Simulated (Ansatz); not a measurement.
A 2-atom cell of KCl started from a crystallographic database, relaxed with r2SCAN in the PAW code Ansatz. Space group Fm-3m (No. 225), cubic; a = 6.290 Å in the conventional setting, 31.10 Å³ an atom. K has 6 Cl at 3.14 Å; Cl has 6 K at 3.14 Å.

The axes x, y and z are those of this cell:
```
CELL_PARAMETERS angstrom
0.00000 3.14485 3.14485
3.14485 0.00000 3.14485
3.14485 3.14485 0.00000
ATOMIC_POSITIONS crystal
K 0.00000 0.00000 0.00000
Cl 0.50000 0.50000 0.50000
```

Unstrained: PBE gives a direct gap of 5.194 eV at Γ. With r2SCAN the gap is 5.831 eV and direct, at Γ. HSE06 gives a direct gap of 6.505 eV at Γ. Meshes: PBE 8×8×8, r2SCAN 8×8×8, HSE06 6×6×6. Strains are changes of length per length, and xy shears are angles. After each strain the atoms were relaxed again with r2SCAN within the symmetry that the strain leaves, so tilts or polar shifts that break it weren't tested; points keep the names that they have in the unstrained zone. Calculated for a static, non-magnetic cell.

(1) Apply xy shear, engineering strain (angle) -2.68 %. How far does the gap move, against the unstrained cell?

(2) One strain changed the r2SCAN stress by xx -1.20, yy -1.20, zz -0.01 GPa (compression positive) and the gap by -0.187 eV (PBE), -0.194 eV (r2SCAN), -0.198 eV (HSE06). Which kind of strain was it, and roughly how large?

(3) Apply uniaxial +1.64 % along x, other directions held. How far does the gap move, against the unstrained cell?

(4) One strain changed the r2SCAN stress by xx +0.12, yy +0.12, zz +1.07 GPa (compression positive) and the gap by +0.059 eV (PBE), +0.058 eV (r2SCAN), +0.064 eV (HSE06). Which kind of strain was it, and roughly how large?

Answers

(1) PBE: the gap goes from 5.194 to 5.166 eV (-0.028 eV); with r2SCAN the top three valence levels at Γ, degenerate before, become 1+1+1 from the top over 52 meV. r2SCAN: the gap goes from 5.831 to 5.803 eV (-0.028 eV). HSE06: the gap goes from 6.505 to 6.476 eV (-0.029 eV). The r2SCAN energy rises by 0.5 meV an atom.

(2) Epitaxial +2.95 % in the xy plane, free normal strain -0.69 %. The pattern of the stress gives the kind; the size needs the stiffness, so it is an estimate.

(3) PBE: the gap goes from 5.194 to 5.135 eV (-0.059 eV); with r2SCAN the top three valence levels at Γ, degenerate before, become 2+1 from the top over 11 meV. r2SCAN: the gap goes from 5.831 to 5.769 eV (-0.062 eV). HSE06: the gap goes from 6.505 to 6.442 eV (-0.063 eV). The r2SCAN energy rises by 1.0 meV an atom.

(4) Uniaxial -2.0 % along z, other directions held. The pattern of the stress gives the kind; the size needs the stiffness, so it is an estimate.

The meshes of the hybrids are coarse, so their gaps aren't converged to the digits shown.

The splittings at Γ are without spin-orbit coupling, which regroups them where it is of like size or larger.
